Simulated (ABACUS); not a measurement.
## V under changes of volume

One of the cells (13.891 Å³/atom); the others are scaled copies at fixed shape and fractional positions:

```
V
1.0
    -1.51435    1.51435    1.51435
     1.51435   -1.51435    1.51435
     1.51435    1.51435   -1.51435
V
1
Direct
  0.00000 0.00000 0.00000
```

| Item | Value |
| --- | --- |
| Program | ABACUS 3.10.1 |
| Functional | PBEsol |
| Potentials or basis | PseudoDojo NC SR 0.4.1 PBEsol standard |
| Cutoff | 1143 eV |
| Density cutoff | 4572 eV |
| Basis | plane waves |
| k mesh | 12 × 12 × 12 |
| Occupations | fermi-dirac, width 0.05 eV |
| Spin | collinear spin, ferromagnetic start |
| Starting moments | [2.0] μB |

```tsv
volume (Å³/atom)	energy over the lowest point (meV/atom)	pressure (GPa)
13.058	0.00	-1.7
13.336	6.13	-5.4
13.613	18.52	-8.9
13.891	?	?
14.169	60.00	-14.8
14.447	88.10	-17.4
14.725	120.44	-19.7
```

Problem. What does the run at 13.891 Å³/atom give?

Solution. Energy over the lowest point 36.64 meV/atom; pressure -12.0 GPa.

Worked out: A Birch-Murnaghan fit of order 3 (a polynomial in V^(-2/3)) to the other rows has its minimum at 12.95 Å³/atom, just outside them, with B0 = V·E''(V) = 194 GPa and B' = 3.5. It gives 36.66 meV/atom at 13.891 Å³/atom, against the run's 36.64, and -dE/dV = -12.0 GPa, against -12.0.

Energies are extrapolated to zero smearing.
